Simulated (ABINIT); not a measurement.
# WC (Qusongite) (P-6m2) in ABINIT: a series of runs

One crystal, WC (Qusongite), is run at these levels: WC, PBE, PBE+D4, LDA, BP86; tasks: band structure, equation of state.

All numbers are computed with ABINIT 10.8.3 (patched build); they aren't measurements. Logs are shortened: lines on timing, memory, paths and dates and some standing lists are left out, and cuts for length are marked. The log counts tension as positive stress, the text compression.

## 1. The structure

Symmetry: P-6m2, No. 187, hexagonal system. The conventional cell has a = 2.907 Å, b = 2.907 Å, c = 2.837 Å, α = 90.00°, β = 90.00°, γ = 120.00°. W (site symmetry -6m2) has 6 C at 2.20 Å as nearest neighbours. C (site symmetry -6m2) is surrounded by 6 W at 2.20 Å.

## 2. Band structure, WC, spin-orbit coupling, no magnetisation

run.abi

```
# Datasets: ground state, then fixed potential
ndtset 2

# Pseudopotentials
pp_dirpath "./"
pseudos "W.GGA_PBE-JTH.xml, C.GGA_PBE-JTH.xml"

# Structure
acell 3*1.0
rprim
     5.4924889812     0.0000000000     0.0000000000
    -2.7462444906     4.7566349877     0.0000000000
     0.0000000000     0.0000000000     5.3603971251
ntypat 2
znucl 74 6
natom 2
typat 1 2
xcart
     0.0000000000     0.0000000000     0.0000000000
     2.7462444909     1.5855449958     2.6801985626

# Plane-wave basis
ecut 19.0
pawecutdg 38.0

# Exchange and correlation
ixc 23

# Bands and occupations
occopt 3
tsmear 0.05 eV

# Spin
nspinor 2
nspden 1
pawspnorb 1

# SCF cycle
nstep 100

# Output
iomode 3
prtwf 0
prteig 0
prtebands 0
enunit 1
prtden1 1

# Dataset 1
kptopt1 4
ngkpt1 10 10 9
nshiftk1 1
shiftk1 0.0 0.0 0.0
nband1 26
tolvrs1 1.0e-9

# Dataset 2: bands along G-M-K-G-A-L-H-A
iscf2 -2
getden2 1
nband2 38
nbdbuf2 8
tolwfr2 1.0e-11
kptopt2 -7
ndivsm2 8
prteig2 1
kptbounds2
     0.0000000000     0.0000000000     0.0000000000
     0.5000000000     0.0000000000     0.0000000000
     0.3333333333     0.3333333333     0.0000000000
     0.0000000000     0.0000000000     0.0000000000
     0.0000000000     0.0000000000     0.5000000000
     0.5000000000     0.0000000000     0.5000000000
     0.3333333333     0.3333333333     0.5000000000
     0.0000000000     0.0000000000     0.5000000000
```

Potentials or basis: JTH PAW PBE v2.0.

On the command line:

```sh
$ abinit run.abi > log 2>&1
```

run.abo:

```text
.Version 10.8.3 of ABINIT
 DATASET    1 : space group P3 1 2 (#149); Bravais hP (primitive hexag.)
================================================================================
 Values of the parameters that define the memory need for DATASET  1.
     intxc =       0    ionmov =       0      iscf =      17    lmnmax =      18
     lnmax =       6     mgfft =      24  mpssoang =       3    mqgrid =    3001
     natom =       2  nloc_mem =       2    nspden =       1   nspinor =       2
    nsppol =       1      nsym =       6    n1xccc =       1    ntypat =       2
    occopt =       3   xclevel =       2
       mpw =         569          nfft =       13824          nkpt =         158
 PAW method is used; the additional fine FFT grid is defined by:
   mgfftf=        32    nfftf =     30720
================================================================================
================================================================================

 DATASET    2 : space group P3 1 2 (#149); Bravais hP (primitive hexag.)
================================================================================
 Values of the parameters that define the memory need for DATASET  2.
     intxc =       0    ionmov =       0      iscf =      -2    lmnmax =      18
     lnmax =       6     mgfft =      24  mpssoang =       3    mqgrid =    3001
     natom =       2  nloc_mem =       2    nspden =       1   nspinor =       2
    nsppol =       1      nsym =       6    n1xccc =       1    ntypat =       2
    occopt =       3   xclevel =       2
       mpw =         580          nfft =       13824          nkpt =          89
 PAW method is used; the additional fine FFT grid is defined by:
   mgfftf=        32    nfftf =     30720
================================================================================
================================================================================

--------------------------------------------------------------------------------
------------- Echo of variables that govern the present computation ------------
--------------------------------------------------------------------------------
 -outvars: echo values of preprocessed input variables --------
            acell      1.0000000000E+00  1.0000000000E+00  1.0000000000E+00 Bohr
              amu      1.83850000E+02  1.20110000E+01
             ecut      1.90000000E+01 Hartree
           enunit           1
           getden1          0
           getden2          1
             iscf1         17
             iscf2         -2
                       outvar_i_n : Printing only first  50 k-points.
              ixc          23
           jdtset        1    2
                       outvar_i_n : Printing only first  50 k-points.
           kptopt1          4
           kptopt2         -7
         kptrlatt       10    0    0      0   10    0      0    0    9
          kptrlen1     4.82435741E+01
          kptrlen2     3.00000000E+01
            natom           2
            nband1         26
            nband2         38
           nbdbuf1          0
           nbdbuf2          8
           ndtset           2
           ndivsm1          0
           ndivsm2          8
            ngfft          24      24      24
          ngfftdg          32      32      30
             nkpt1        158
             nkpt2         89
          nspinor           2
            nstep         100
             nsym           6
           ntypat           2
                       prtocc : prtvol=0, do not print more k-points.
           occopt           3
        pawcpxocc           2
        pawecutdg      3.80000000E+01 Hartree
        pawspnorb           1
         pawxcdev           0
[... 278 lines left out ...]
--------------------------------------------------------------------------------

================================================================================
 Non-SCF case, kpt    1 (  0.00000  0.00000  0.00000), residuals and eigenvalues=
  4.21E-12  5.16E-12  3.95E-12  9.89E-12  1.77E-12  4.17E-12  2.80E-12  5.70E-12
  5.07E-12  7.36E-12  2.03E-12  4.91E-12  3.02E-12  6.07E-12  2.38E-12  3.87E-12
  5.20E-12  8.29E-12  2.23E-12  5.23E-12  3.30E-12  4.74E-12  3.59E-12  4.23E-12
  3.24E-12  6.71E-12  4.48E-12  7.94E-12  9.15E-12  4.17E-12  6.09E-12  4.52E-11
  1.61E-11  4.76E-11  3.30E-07  1.48E-06  1.40E-07  1.55E-07
 -2.3588E+00 -2.3588E+00 -1.2536E+00 -1.2536E+00 -9.2986E-01 -9.2986E-01
 -9.2648E-01 -9.2648E-01 -1.6904E-01 -1.6904E-01  2.0150E-01  2.0150E-01
  2.3243E-01  2.3243E-01  2.4376E-01  2.4376E-01  3.6529E-01  3.6529E-01
  4.7143E-01  4.7143E-01  4.8584E-01  4.8584E-01  5.6597E-01  5.6597E-01
  5.7147E-01  5.7147E-01  5.9764E-01  5.9764E-01  8.8925E-01  8.8925E-01
[... 1132 lines left out ...]
  1.2611E+00  1.2611E+00
 Non-SCF case, kpt   89 (  0.00000  0.00000  0.50000), residuals and eigenvalues=
  8.75E-12  7.75E-12  5.42E-12  4.78E-12  3.40E-12  6.69E-12  2.32E-12  3.20E-12
  2.35E-12  6.14E-12  1.17E-12  4.72E-12  1.53E-12  8.89E-12  1.75E-12  7.68E-12
  1.85E-12  4.36E-12  1.03E-12  2.26E-12  3.06E-12  5.80E-12  6.80E-12  7.83E-12
  6.27E-12  9.45E-12  1.84E-12  2.46E-12  1.90E-12  5.62E-12  7.41E-12  2.27E-12
  2.22E-09  5.66E-09  2.83E-08  5.02E-08  2.79E-08  1.83E-07
 -2.3573E+00 -2.3573E+00 -1.2586E+00 -1.2586E+00 -9.5171E-01 -9.5171E-01
 -9.2327E-01 -9.2327E-01 -1.8226E-02 -1.8226E-02  4.3102E-02  4.3102E-02
  2.8326E-01  2.8326E-01  2.8827E-01  2.8827E-01  3.2916E-01  3.2916E-01
  3.4988E-01  3.4988E-01  4.9314E-01  4.9314E-01  5.2753E-01  5.2753E-01
  5.3099E-01  5.3099E-01  7.3004E-01  7.3004E-01  7.9604E-01  7.9604E-01
  1.0067E+00  1.0067E+00  1.2190E+00  1.2190E+00  1.2539E+00  1.2539E+00
  1.2614E+00  1.2614E+00

--- !ResultsGS
iteration_state: {dtset: 2, }
comment   : Summary of ground state results
lattice_vectors:
- [  5.4924890,   0.0000000,   0.0000000, ]
- [ -2.7462445,   4.7566350,   0.0000000, ]
- [  0.0000000,   0.0000000,   5.3603971, ]
lattice_lengths: [   5.49249,    5.49249,    5.36040, ]
lattice_angles: [ 90.000,  90.000, 120.000, ] # degrees, (23, 13, 12)
lattice_volume:   1.4004448E+02
convergence: {deltae:  0.000E+00, res2:  0.000E+00, residm:  9.998E-12, diffor:  0.000E+00, }
etotal    :  -7.49122758E+01
entropy   :   0.00000000E+00
fermie    :   3.61933794E-01
cartesian_stress_tensor: null
pressure_GPa: null
xred      :
- [  0.0000E+00,   0.0000E+00,   0.0000E+00,  W]
- [  6.6667E-01,   3.3333E-01,   5.0000E-01,  C]
cartesian_forces: null
force_length_stats: {min: null, max: null, mean: null, }
...

 Integrated electronic density in atomic spheres:
 ------------------------------------------------
 Atom  Sphere_radius  Integrated_density
    1        2.41189         11.89207726
    2        1.50737          2.47240213

================================================================================

 ----iterations are completed or convergence reached----

 Mean square residual over all n,k,spin=   46.108E-13; max=  99.978E-13
 reduced coordinates (array xred) for    2 atoms
       0.000000000000      0.000000000000      0.000000000000
       0.666666666667      0.333333333333      0.500000000000

 cartesian coordinates (angstrom) at end:
    1      0.00000000000000     0.00000000000000     0.00000000000000
    2      1.45324999900754     0.83903427812236     1.41829999903425
 length scales=  1.000000000000  1.000000000000  1.000000000000 bohr
              =  0.529177210544  0.529177210544  0.529177210544 angstroms
 Eigenvalues (   eV  ) for nkpt=  89  k points:
 kpt#   1, nband= 38, wtk=  1.00000, kpt=  0.0000  0.0000  0.0000 (reduced coord)
 -64.18498  -64.18498  -34.11194  -34.11194  -25.30285  -25.30285  -25.21089  -25.21089
  -4.59991   -4.59991    5.48317    5.48317    6.32484    6.32484    6.63308    6.63308
   9.94007    9.94007   12.82836   12.82836   13.22032   13.22032   15.40070   15.40070
  15.55062   15.55062   16.26257   16.26257   24.19771   24.19771   26.44097   26.44097
  26.86624   26.86624   30.89090   30.89091   33.82636   33.83063
 kpt#   2, nband= 38, wtk=  1.00000, kpt=  0.0357  0.0000  0.0000 (reduced coord)
 -64.18426  -64.18426  -34.11424  -34.11424  -25.30464  -25.30464  -25.21937  -25.21937
  -4.56548   -4.56548    5.49768    5.49768    6.30895    6.30895    6.62852    6.62852
   9.82503    9.82503   12.87730   12.87730   13.28447   13.28447   15.34146   15.34146
  15.51185   15.51185   16.36891   16.36891   24.11259   24.11259   26.54763   26.54763
  26.98810   26.98810   30.63200   30.63201   33.90106   33.96634
 kpt#   3, nband= 38, wtk=  1.00000, kpt=  0.0714  0.0000  0.0000 (reduced coord)
 -64.18213  -64.18213  -34.12102  -34.12102  -25.31177  -25.31177  -25.24243  -25.24243
  -4.46336   -4.46336    5.52635    5.52635    6.23099    6.23099    6.66833    6.66833
   9.52892    9.52892   12.91697   12.91697   13.53347   13.53347   15.15759   15.15759
  15.42266   15.42266   16.66773   16.66773   23.92056   23.92056   26.80442   26.80442
[... 503 lines left out ...]
  14.65830   14.72397   20.15906   20.15922   21.99492   21.99619   27.30611   27.30651
  32.96060   32.97177   34.10556   34.11238   34.30699   34.31155
 kpt#  88, nband= 38, wtk=  1.00000, kpt=  0.0208  0.0208  0.5000 (reduced coord)
 -64.14354  -64.14354  -34.24968  -34.24967  -25.89839  -25.89837  -25.13154  -25.13147
  -0.50965   -0.50964    1.21850    1.21868    7.67138    7.67299    7.80777    7.80976
   8.93986    8.94306    9.51174    9.51522   13.46370   13.46527   14.36838   14.38984
  14.48487   14.50779   19.94061   19.94063   21.74776   21.74794   27.37328   27.37334
  33.12396   33.12537   34.11558   34.11627   34.31557   34.31627
 kpt#  89, nband= 38, wtk=  1.00000, kpt=  0.0000  0.0000  0.5000 (reduced coord)
 -64.14426  -64.14426  -34.24779  -34.24779  -25.89747  -25.89747  -25.12338  -25.12338
  -0.49596   -0.49596    1.17287    1.17287    7.70777    7.70777    7.84412    7.84412
   8.95694    8.95694    9.52077    9.52077   13.41889   13.41889   14.35481   14.35481
  14.44897   14.44897   19.86537   19.86537   21.66149   21.66149   27.39353   27.39353
  33.17141   33.17141   34.12090   34.12090   34.32398   34.32399

== END DATASET(S) ==============================================================
================================================================================

 -outvars: echo values of variables after computation  --------
            acell      1.0000000000E+00  1.0000000000E+00  1.0000000000E+00 Bohr
           etotal1    -7.4912275818E+01
            fcart1    -0.0000000000E+00 -5.6608195292E-29 -0.0000000000E+00
                      -0.0000000000E+00  5.6608195292E-29 -0.0000000000E+00
            rprim      5.4924889812E+00  0.0000000000E+00  0.0000000000E+00
                      -2.7462444906E+00  4.7566349877E+00  0.0000000000E+00
                       0.0000000000E+00  0.0000000000E+00  5.3603971251E+00
           strten1    -1.1372269873E-05 -1.1372269371E-05  2.8645796853E-05
                       0.0000000000E+00  0.0000000000E+00  0.0000000000E+00
           xangst      0.0000000000E+00  0.0000000000E+00  0.0000000000E+00
                       1.4532499990E+00  8.3903427812E-01  1.4182999990E+00
             xred      0.0000000000E+00  0.0000000000E+00  0.0000000000E+00
                       6.6666666667E-01  3.3333333333E-01  5.0000000000E-01
 Calculation completed.
```

It took 3.1 min on 1 thread of Intel Xeon Platinum 8375C at 2.90GHz (Ice Lake), shared host; peak memory 0.18 GiB.

Results:

| Property | Result |
| --- | --- |
| Free energy | -2038.4669 eV |
| Pressure | -0.1 GPa |
| Band gap on the k mesh | none (metal or under the smearing width) |
| Valence electrons inside the program's atomic spheres | W 11.89; C 2.47 |

Levels at the corners of the path, in eV from the Fermi level:
```tsv
point	band 16	band 17	band 18	band 19	band 20	band 21
Γ	-3.22	0.09	0.09	2.98	2.98	3.37
M	-3.60	-0.45	-0.45	2.28	2.28	4.34
K	-3.41	0.34	0.68	0.74	1.18	2.02
Γ	-3.22	0.09	0.09	2.98	2.98	3.37
A	-2.00	-0.89	-0.89	-0.33	-0.33	3.57
L	-4.19	0.31	0.31	4.34	4.34	5.19
H	-1.55	-0.72	-0.50	4.26	4.34	6.28
A	-2.00	-0.89	-0.89	-0.33	-0.33	3.57
```

Caveat: the PAW data sets were made with another functional, which shifts forces and pressure a little.

## 3. Band structure, PBE

Changes to run.abi since step 2:

```diff
@@ -5,3 +5,3 @@
 pp_dirpath "./"
-pseudos "W.GGA_PBE-JTH.xml, C.GGA_PBE-JTH.xml"
+pseudos "W_ONCV_PBE-1.2.upf, C_ONCV_PBE-1.2.upf"
 
@@ -17,12 +17,11 @@
 typat 1 2
-xcart
+xred
      0.0000000000     0.0000000000     0.0000000000
-     2.7462444909     1.5855449958     2.6801985626
+     0.6666666667     0.3333333333     0.5000000000
 
 # Plane-wave basis
-ecut 19.0
-pawecutdg 38.0
+ecut 41.0
 
 # Exchange and correlation
-ixc 23
+ixc 11
 
@@ -30,8 +29,3 @@
 occopt 3
-tsmear 0.05 eV
-
-# Spin
-nspinor 2
-nspden 1
-pawspnorb 1
+tsmear 0.00183747
 
@@ -45,3 +39,2 @@
 prtebands 0
-enunit 1
 prtden1 1
@@ -49,3 +42,3 @@
 # Dataset 1
-kptopt1 4
+kptopt1 1
 ngkpt1 10 10 9
@@ -53,4 +46,4 @@
 shiftk1 0.0 0.0 0.0
-nband1 26
-tolvrs1 1.0e-9
+nband1 20
+tolvrs1 1.0e-10
 
@@ -59,7 +52,7 @@
 getden2 1
-nband2 38
-nbdbuf2 8
+nband2 26
+nbdbuf2 4
 tolwfr2 1.0e-11
 kptopt2 -7
-ndivsm2 8
+ndivsm2 6
 prteig2 1
```

Potentials or basis: SG15 NC PBE v1.2.

On the command line:

```sh
$ abinit run.abi > log 2>&1
```

Run time: 98 s. Hardware: 1 thread of Intel Xeon Platinum 8375C at 2.90GHz (Ice Lake), shared host; peak memory 0.11 GiB.

Results (log left out):

- Free energy: -7556.4940 eV
- Pressure: 5.2 GPa
- Band gap on the k mesh: none (metal or under the smearing width)
- Valence electrons inside the program's atomic spheres: W 24.00; C 4.10

Stress tensor (GPa, compression positive):
```
5.55 0.00 0.00
0.00 5.55 0.00
0.00 0.00 4.57
```

Levels at the corners of the path, in eV from the Fermi level:
```
point  band 13  band 14  band 15  band 16  band 17  band 18  band 19  band 20
    Γ    -4.29    -3.33    -3.33     0.07     3.22     3.22     5.59     5.59
    M    -7.02    -3.62    -3.55    -0.47     2.34     4.52     4.87     6.83
    K    -6.54    -4.55    -3.45     0.61     0.98     2.06     3.22     9.14
    Γ    -4.29    -3.33    -3.33     0.07     3.22     3.22     5.59     5.59
    A    -8.62    -2.02    -2.02    -0.58    -0.58     3.65     4.51     4.51
    L    -6.44    -4.32    -4.18     0.30     4.42     5.30     6.63     9.14
    H    -7.21    -5.39    -1.62    -0.64     4.41     6.36     7.57     9.17
    A    -8.62    -2.02    -2.02    -0.58    -0.58     3.65     4.51     4.51
```

Caveat: spin-orbit coupling is left out, which moves the levels of the heavy elements.

(Part 1 of 2 ends here.)
